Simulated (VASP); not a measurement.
## VASP 6.6.1 run: GaN

INCAR

```
ALGO = All
GGA = PE
EDIFF = 1E-7
LCHARG = .FALSE.
NELM = 85
PREC = Accurate
LREAL = .FALSE.
ISIF = 2
LASPH = .TRUE.
ISMEAR = 1
ENCUT = 520
NBANDS = 16
IVDW = 11
LWAVE = .FALSE.
IBRION = -1
SIGMA = 0.3
NSW = 0
```

KPOINTS

```
KPOINTS created by Atomic Simulation Environment
0
Gamma
10 10 10
0 0 0
```

POSCAR

```
Ga N
 1.0000000000000000
     0.0171492587000000    2.1256646741999998    2.1256646741999998
     2.1256646741999998    0.0171492587000000    2.1256646741999998
     2.1256646741999998    2.1256646741999998    0.0171492587000000
 Ga  N
   1   1
Cartesian
  0.0000000000000000  0.0000000000000000  0.0000000000000000
  2.1342393035500002  2.1342393035500002  2.1342393035500002
```

The recommended PBE PAW datasets give the neutral cell 18 valence electrons.

Command

```
mpirun -np 1 vasp_std
```

Question: Predict the outcome of this run.

Answer: It converged. Results: gap between bands v and c on the k mesh 0.55 eV; least direct gap on the k mesh 2.62 eV; pressure 1.8 GPa. Band v is the last that the valence electrons fill when counted band by band, and c is the next.

OSZICAR

```
N       E                     dE             d eps       ncg     rms           ort
DAV:   1     0.736383064501E+02    0.73638E+02   -0.99608E+03  1856   0.240E+03
DAV:   2    -0.865048513165E+01   -0.82289E+02   -0.76814E+02  1856   0.321E+02
DAV:   3    -0.129725909695E+02   -0.43221E+01   -0.43121E+01  1856   0.634E+01
DAV:   4    -0.130097129034E+02   -0.37122E-01   -0.37119E-01  1856   0.618E+00
DAV:   5    -0.130101517128E+02   -0.43881E-03   -0.43881E-03  1856   0.609E-01
SDA:   6    -0.797228416647E+01    0.50379E+01   -0.43881E-03  1856   0.124E+02   0.000E+00
CGA:   7    -0.108270752336E+02   -0.28548E+01   -0.28515E+01  1856   0.982E+00   0.971E-01
CGA:   8    -0.110914833286E+02   -0.26441E+00   -0.26593E+00  1856   0.350E+00  -0.182E-01
CGA:   9    -0.111708420797E+02   -0.79359E-01   -0.79445E-01  1856   0.662E-01  -0.251E-02
CGA:  10    -0.111884421751E+02   -0.17600E-01   -0.17594E-01  1856   0.113E-01   0.559E-04
CGA:  11    -0.111912621003E+02   -0.28199E-02   -0.28206E-02  1856   0.272E-02  -0.197E-04
CGA:  12    -0.111918651647E+02   -0.60306E-03   -0.60306E-03  1856   0.344E-03   0.121E-05
CGA:  13    -0.111919644328E+02   -0.99268E-04   -0.99380E-04  1856   0.123E-03  -0.163E-05
CGA:  14    -0.111919942449E+02   -0.29812E-04   -0.29831E-04  1856   0.191E-04  -0.119E-05
CGA:  15    -0.111919997185E+02   -0.54737E-05   -0.54529E-05  1856   0.657E-05   0.362E-06
CGA:  16    -0.111920012923E+02   -0.15738E-05   -0.15741E-05  1856   0.137E-05   0.254E-06
CGA:  17    -0.111920016895E+02   -0.39719E-06   -0.39887E-06  1856   0.545E-06  -0.605E-07
SDA:  18    -0.111920018453E+02   -0.15581E-06   -0.16663E-06  1856   0.226E-06  -0.138E-06
CGA:  19    -0.111920018850E+02   -0.39740E-07   -0.39086E-07  1856   0.514E-07   0.679E-09
   1 F= -.11604339E+02 E0= -.11605573E+02  d E =0.370055E-02
```

For comparison, a separate PBE run of the intended cell, on usual settings and not on those above, gives a gap of 0.55 eV on its mesh and a pressure of 6.1 GPa.
